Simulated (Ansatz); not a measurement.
## WC, one cell by several methods

```yaml
crystal:
  lattice:
    - [2.90050, 0.04351, 0.04351]
    - [-1.41257, 2.49015, 0.01592]
    - [0.04244, 0.04244, 2.82900]
  atoms:
    - { symbol: W, position: [0.00000, 0.00000, 0.00000] }
    - { symbol: C, position: [0.66667, 0.33333, 0.50000] }
```

Atom numbers follow the list: W1, C2.

The cell comes from COD entry 2102244, which wasn't checked; take it as a given geometry. The listed cell was then made from it by scaling, straining or moving an atom.

Spin–orbit coupling is left out, though it moves levels of the heavy atoms by tenths of an eV or more.

All numbers are computed: DFT, PBE, PAW with Ansatz's default frozen-core files, scalar-relativistic (Ansatz 0.2.0); DFT, PBE, all-electron LAPW, scalar-relativistic (Ansatz 0.2.0).

For PAW: a Γ-centred 13×13×12 k mesh, Fermi–Dirac smearing of 0.05 eV, cutoff 420 eV, no spin polarisation. LAPW targets a basis error of 1 meV/atom. The Ansatz runs share mesh, smearing and spin set-up. Plane-wave (PAW) pressures include the program's estimate of the Pulay term.

Stress and pressure are positive in compression.

The change that made this cell: equal xy, yz and zx engineering shear strains of +3 %.

```
             quantity     PAW    LAPW
       pressure (GPa)    9.46    9.54
      stress xx (GPa)       ?       ?
      stress yy (GPa)    9.52    9.60
      stress zz (GPa)    9.59    9.67
      stress yz (GPa)   -9.27   -9.24
      stress xz (GPa)   -9.28   -9.26
      stress xy (GPa)   -7.34   -7.33
force on W1, x (eV/Å)   0.120   0.120
force on C2, x (eV/Å)  -0.120  -0.120
```

Problem. Fill in "LAPW" for the row "stress xx (GPa)".

Solution. 9.36.

Problem. Give the missing entry: row "stress xx (GPa)", column "PAW".

Solution. 9.28.
